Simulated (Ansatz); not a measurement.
# Si15BC16: the cost of one run

Program: Ansatz 0.2.0. Level of theory: DFT PBE, scalar-relativistic, plane waves, PAW. These are calculated values, not measurements.

9 further runs of the same task are left out: 1 that didn't finish, 8 set aside as unsound or not needed.

## (1) Starting point

The structure is hexagonal, space group P6_3mc (No. 186). Conventional cell: a = 3.094 Å, b = 3.094 Å, c = 10.129 Å, α = 90.00°, β = 90.00°, γ = 120.00°. Around Si (site symmetry 3m) lie 4 C at 1.90 Å. Si (site symmetry 3m) is surrounded by 4 C at 1.89 to 1.90 Å. Around C (site symmetry 3m) lie 4 Si at 1.89 to 1.90 Å. Around C (site symmetry 3m) lie 4 Si at 1.90 Å.

Structure file:

```
Si C
1.0
     3.09412    0.00000    0.00000
    -1.54706    2.67959    0.00000
     0.00000    0.00000   10.12934
Si C
4 4
Direct
  0.66667 0.33333 0.93784
  0.33333 0.66667 0.43784
  0.00000 0.00000 0.68790
  0.00000 0.00000 0.18790
  0.66667 0.33333 0.74981
  0.33333 0.66667 0.24981
  0.00000 0.00000 0.50045
  0.00000 0.00000 0.00045
```

It goes back to an entry of the Materials Project.

This cell was relaxed beforehand with the same method: volume 10.50 Å³/atom, gap on the mesh 2.22 eV.

The host's static dielectric tensor, from an earlier linear-response run, has a mean of 10.57.

The perfect supercell (rows 0 -2 0; -2 0 0; 0 0 -1 in vectors of this cell) was computed beforehand with the same settings: E(σ→0) = -14193.5590 eV for 32 atoms, gap 2.20 eV on its own mesh.

## (2) The defect cell

The atom at (0.333, 0.167, 0.062) of the supercell is replaced. A small random displacement (spread 0.06 Å) lets the symmetry of the site break.

## (3) Charge state 0

input.yaml

```yaml
crystal:
  lattice:
    - [3.0941201773, -5.3591733635, 0.0]
    - [-6.1882403647, 5.8e-09, 0.0]
    - [0.0, 0.0, -10.1293391983]
  atoms:
    - { symbol: B, position: [0.3469380673, 0.1628428519, 0.054204515], spin: 0.2 }
    - { symbol: Si, position: [0.8333333333, 0.1666666667, 0.0621558118] }
    - { symbol: Si, position: [0.3333333333, 0.6666666667, 0.0621558118] }
    - { symbol: Si, position: [0.8333333333, 0.6666666667, 0.0621558118] }
    - { symbol: Si, position: [0.1666666667, 0.3333333333, 0.5621558118] }
    - { symbol: Si, position: [0.6666666667, 0.3333333333, 0.5621558118] }
    - { symbol: Si, position: [0.1666666667, 0.8333333333, 0.5621558118] }
    - { symbol: Si, position: [0.6666666667, 0.8333333333, 0.5621558118] }
    - { symbol: Si, position: [0.5, 0.5, 0.3121004437] }
    - { symbol: Si, position: [1.0, 0.5, 0.3121004437] }
    - { symbol: Si, position: [0.5, 1.0, 0.3121004437] }
    - { symbol: Si, position: [1.0, 1.0, 0.3121004437] }
    - { symbol: Si, position: [0.0, 0.0, 0.8121004437] }
    - { symbol: Si, position: [0.5, 0.0, 0.8121004437] }
    - { symbol: Si, position: [0.0, 0.5, 0.8121004437] }
    - { symbol: Si, position: [0.5, 0.5, 0.8121004437] }
    - { symbol: C, position: [0.3400264131, 0.1421685927, 0.2473940081], spin: 0.2 }
    - { symbol: C, position: [0.8333333333, 0.1666666667, 0.2501925539] }
    - { symbol: C, position: [0.3333333333, 0.6666666667, 0.2501925539] }
    - { symbol: C, position: [0.8333333333, 0.6666666667, 0.2501925539] }
    - { symbol: C, position: [0.1666666667, 0.3333333333, 0.7501925539] }
    - { symbol: C, position: [0.6666666667, 0.3333333333, 0.7501925539] }
    - { symbol: C, position: [0.1666666667, 0.8333333333, 0.7501925539] }
    - { symbol: C, position: [0.6666666667, 0.8333333333, 0.7501925539] }
    - { symbol: C, position: [0.0, 0.0, 0.4995521906] }
    - { symbol: C, position: [0.5, 0.0, 0.4995521906] }
    - { symbol: C, position: [0.0, 0.5, 0.4995521906] }
    - { symbol: C, position: [0.5, 0.5, 0.4995521906] }
    - { symbol: C, position: [0.5076290782, 0.4992285586, 0.9981161275], spin: 0.2 }
    - { symbol: C, position: [1.0, 0.5, 0.9995521906] }
    - { symbol: C, position: [0.5013460397, 1.0006233087, 1.0043322568], spin: 0.2 }
    - { symbol: C, position: [0.9915679962, 1.0122740069, 1.0086429396], spin: 0.2 }
  host:
    lattice:
      - [3.0941201823, -2.9e-09, 0.0]
      - [-1.5470600887, 2.6795866817, 0.0]
      - [0.0, 0.0, 10.1293391983]
    atoms:
      - { symbol: Si, position: [0.6666666667, 0.3333333333, 0.9378441882] }
      - { symbol: Si, position: [0.3333333333, 0.6666666667, 0.4378441882] }
      - { symbol: Si, position: [0.0, 0.0, 0.6878995563] }
      - { symbol: Si, position: [0.0, 0.0, 0.1878995563] }
      - { symbol: C, position: [0.6666666667, 0.3333333333, 0.7498074461] }
      - { symbol: C, position: [0.3333333333, 0.6666666667, 0.2498074461] }
      - { symbol: C, position: [0.0, 0.0, 0.5004478094] }
      - { symbol: C, position: [0.0, 0.0, 0.0004478094] }
basis:
  ecutwfc: 420
  xc_grid: 2
kpoints:
  mp_grid: { grid: [2, 2, 2], shift: [0.0, 0.0, 0.0] }
hamiltonian:
  xc: pbe
scf:
  occupations: { method: gaussian, width: 0.01 }
output:
  forces: true
  stress: false
  eigenvalues: true
  populations: true
  charged_corrections:
    defect_position: [0.33333333, 0.16666667, 0.06215581]
    epsilon: [[10.3445, 0.0, 0.0], [0.0, 10.3445, 0.0], [0.0, 0.0, 11.0257]]
  write_density: true
  write_potential: true
  elf: true
  volumetric_format: npy
magnetization:
  spin_polarized: true
relax:
  adjacent_minimum: "off"
  f_tol: 0.025
  max_steps: 45
```

Run with:

```
$ ansatz run input.yaml --threads 4 --pin off --max-ram 8192MiB --backend cpu --events-out ev --progress --plain --runs-dir out
```

Q: Estimate wall time and peak memory on 4 threads of AMD EPYC (Zen 3), shared host.

About 4.9 min, with a peak of 1.4 GiB.
